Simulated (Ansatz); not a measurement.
Here is an Ansatz 0.2.0 calculation.

File input:

```
crystal:
  lattice:
    - [-1.39667323, 2.49718051, 1.84733673]
    - [1.39667323, -2.49718051, 1.84733673]
    - [1.39667323, 2.49718051, -1.84733673]
  atoms:
    - { symbol: Hf, position: [0.98471183, 0.98471183, 0.0] }
    - { symbol: C, position: [0.67945483, 0.17945483, 0.5] }
hamiltonian:
  xc: hse06
  pseudopotentials: { kind: paw }
kpoints:
  mp_grid: { grid: [6, 6, 6] }
scf:
  occupations: { method: fermi_dirac, width: 0.05 }
output:
  forces: true
  stress: true
  eigenvalues: true
relax:
  f_tol: 0.01
  max_steps: 40
  cell: { stress_tol: 0.05 }
```

Task: What does it give for the band gap on the k mesh?

Result: None (metal or under the smearing width).

Task: Predict the space group after relaxing (to 0.05 Å).

Result: Fm-3m (No. 225).

The path:
| step | energy change (eV) | largest force (eV/Å) | volume (Å³) |
| --- | --- | --- | --- |
| 1 | 0.0000 | 11.9042 | 25.77 |
| 2 | -2.3871 | 5.2158 | 26.48 |
| 3 | -3.5522 | 3.2494 | 25.61 |
| 4 | -4.2231 | 1.6206 | 24.32 |
| 5 | -4.4314 | 0.0088 | 25.27 |
| 6 | -4.4354 | 0.0016 | 24.95 |
| 7 | -4.4354 | 0.0003 | 24.95 |
| 8 | -4.4505 | 0.0003 | 24.95 |
| 9 | -4.4512 | 0.0006 | 24.99 |
| 10 | -4.4512 | 0.0000 | 25.00 |
| 11 | -4.4513 | 0.0000 | 25.00 |

Caveat: the k mesh is coarse (spacing up to 0.47 Å⁻¹), so the values aren't converged, least of all with exact exchange; the plane-wave basis is chosen anew once the cell has moved, so the energies of steps on either side of that aren't comparable; the PAW data sets come from PBE, with cores solved anew for the run's functional, which leaves a small shift of forces and pressure. The run has no spin-orbit coupling, so splittings on Hf are missing.
